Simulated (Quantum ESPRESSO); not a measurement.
KCl (Sylvite) under changes of volume

One of the cells (31.151 Å³/atom); the others are scaled copies at fixed shape and fractional positions:

```xyz
2
Lattice="0.0000 3.1465 3.1465 3.1465 0.0000 3.1465 3.1465 3.1465 0.0000" Properties=species:S:1:pos:R:3 pbc="T T T"
K     0.0000    0.0000    0.0000
Cl    3.1465    3.1465    3.1465
```

* Program: Quantum ESPRESSO 7.5
* Functional: PBEsol
* Potentials or basis: PseudoDojo 0.4.1 SR PBEsol standard
* Cutoff: 1007 eV
* Density cutoff: 4027 eV
* k mesh: 7 × 7 × 7
* Occupations: fermi-dirac, width 0.05 eV
* Spin: no spin polarisation

```csv
volume (Å³/atom),energy over the lowest point (meV/atom),pressure (GPa),gap on the mesh (eV)
29.282,2.55,0.8,5.23
29.905,0.46,0.3,5.16
30.528,0.00,-0.1,5.09
31.151,0.98,-0.4,5.03
31.774,3.22,-0.7,4.97
32.397,?,?,?
33.020,10.96,-1.2,4.85
```

Problem. What does the run at 32.397 Å³/atom give?

Solution. Energy over the lowest point 6.59 meV/atom; pressure -1.0 GPa; gap on the mesh 4.91 eV.

Worked out: A Birch-Murnaghan fit of order 3 (a polynomial in V^(-2/3)) to the other rows has its minimum at 30.41 Å³/atom with B0 = V·E''(V) = 18.5 GPa and B' = 5.0. It gives 6.59 meV/atom at 32.397 Å³/atom, against the run's 6.59, and -dE/dV = -1.0 GPa, against -1.0. A straight line through the other rows of the gap, of slope -3.15 eV per unit of ln V (its deformation potential), gives 4.91 eV, against the run's 4.91.

Energies are extrapolated to zero smearing.

Caveats: an odd mesh through Γ misses points on the zone boundary, where band edges often lie (some runs).
